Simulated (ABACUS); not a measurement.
**InP: band structure with PBE**

**Measured values to compare with.**

A printed reference work, data compilation reports, for a bulk crystal of InP at 1.6 K: band gap 1.4236 eV (direct).

The system is InP.

```
CELL_PARAMETERS angstrom
0.00000 2.93050 2.93050
2.93050 0.00000 2.93050
2.93050 2.93050 0.00000
ATOMIC_POSITIONS crystal
In 0.00000 0.00000 0.00000
P 0.75000 0.75000 0.75000
```

```json
{"Program": "ABACUS 3.10.1", "Task": "band structure", "Functional": "PBE", "Potentials or basis": "PseudoDojo NC SR 0.5 PBE standard", "Cutoff": "1361 eV", "Density cutoff": "5442 eV", "Basis": "TZDP LCAO (the cutoffs set its grid)", "Occupations": "fermi-dirac, width 0.05 eV", "Spin": "no spin polarisation", "Orbital files": "In In_confined-atom_8au_3s3p3d1f.orb, P P_confined-atom_7au_3s3p2d1f.orb", "Radial cutoff of the potentials (pseudo_rcut)": "10 bohr", "Density": "read from an earlier self-consistent run", "Path": "G-X-W-K-G-L-U-W-L-K, U-X", "Points for each segment of the path": "10", "SCF threshold on the density": "1e-07", "Max SCF steps": "100", "Eigensolver": "genelpa", "Mixing": "broyden", "Mixing share": "0.7", "Symmetry key": "-1", "Bands": "19"}
```

```
Band gap along the path : 0.84 eV, direct
```

Levels at the corners of the path, in eV from the Fermi level:
```csv
point,band 7,band 8,band 9,band 10,band 11,band 12
Γ,-0.45,-0.45,-0.45,0.39,3.65,3.65
X,-6.21,-2.77,-2.77,1.33,1.83,8.83
W,-6.06,-3.40,-3.36,3.86,3.94,5.14
K,-6.06,-3.75,-2.39,1.92,3.96,7.08
Γ,-0.45,-0.45,-0.45,0.39,3.65,3.65
L,-6.18,-1.42,-1.42,1.06,4.37,4.37
U,-6.06,-3.75,-2.39,1.92,3.96,7.08
W,-6.06,-3.40,-3.36,3.86,3.94,5.14
L,-6.18,-1.42,-1.42,1.06,4.37,4.37
K,-6.06,-3.75,-2.39,1.92,3.96,7.08
U,-6.06,-3.75,-2.39,1.92,3.96,7.08
X,-6.21,-2.77,-2.77,1.33,1.83,8.83
```

Wall time 2.9 s on 4 MPI ranks on Intel(R) Xeon(R) Platinum 8259CL CPU @ 2.50GHz (Skylake/Cascade Lake), on a shared host, peak memory 0.52 GiB a rank.

A measured gap of InP is 1.4236 eV (direct; 1.6 K; a printed reference work, data compilation); the calculated 0.84 eV misses it by -0.59 eV. Spin-orbit coupling on In is left out. The value is that of PBE in an atomic basis (PseudoDojo NC SR 0.5 PBE standard, TZDP LCAO (the cutoffs set its grid)), whose error adds to the functional's,, without temperature or zero-point motion. Semilocal functionals fall short of measured gaps as a rule.

Caveat: the atomic orbitals were generated for these runs and aren't a published set; the density is read from an earlier self-consistent run, whose mesh may be coarse; spin-orbit coupling is left out, which moves the levels of the heavy elements; the basis of atomic orbitals isn't converged, which shifts pressures, moduli and gaps.
